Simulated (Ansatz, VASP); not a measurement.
## PbS in VASP and in Ansatz

File INCAR:

```
  PREC = Accurate
  ENCUT = 520
  EDIFF = 1E-7
  ISMEAR = 0
  SIGMA = 0.01
  LREAL = F
  LASPH = T
  NELM = 100
  ALGO = Fast
  ISIF = 2
  LWAVE = F
  LCHARG = F
  GGA = PE
  NBANDS = 17
```

Contents of KPOINTS:

```
Automatic mesh
0
Gamma
  4 4 4
```

POSCAR

```
PbS
1.0
    0.0000000000      3.3009775035      3.3009775035
    3.3009775035      0.0000000000      3.3009775035
    3.3009775035      3.3009775035      0.0000000000
Pb S
1 1
Direct
    0.0000000000      0.0000000000      0.0000000000
    0.2500000000      0.2500000000      0.2500000000
```

Input for Ansatz:

```yaml
crystal:
  lattice:
    - [0.0, 3.3009775035, 3.3009775035]
    - [3.3009775035, 0.0, 3.3009775035]
    - [3.3009775035, 3.3009775035, 0.0]
  atoms:
    - { symbol: Pb, position: [0.0, 0.0, 0.0] }
    - { symbol: S, position: [0.25, 0.25, 0.25] }
kpoints:
  mp_grid: { grid: [4, 4, 4] }
hamiltonian:
  xc: pbe
scf:
  occupations: { method: fixed }
  n_extra_bands: 4
output:
  forces: true
  stress: true
  eigenvalues: true
```

The cell was built by a generator and needn't be a form met in nature.

Alike in both runs: task single point; functional PBE; k mesh 4 × 4 × 4; no spin polarisation.

|  | VASP | Ansatz |
| --- | --- | --- |
| version | VASP 6.6.1 | Ansatz 0.2.0 |
| potentials or method | VASP PAW PBE potentials, release 64 (Pb_d, S) | plane waves, PAW |
| plane-wave cutoff (eV) | 520 | 420 |
| occupations | gaussian, width 0.01 eV | fixed |
| valence electrons in the cell | 20 | 20 |

|  | VASP | Ansatz | Ansatz less VASP |
| --- | --- | --- | --- |
| gap on the k mesh at the Fermi level (eV) | 0.80 | 0.80 | -0.004 |
| pressure (GPa) | 0.7 | 0.7 | +0.05 |

Caveats: spin-orbit coupling is left out, which as a rule narrows the gap of such compounds by several tenths of an eV. A k mesh can miss the band edges.
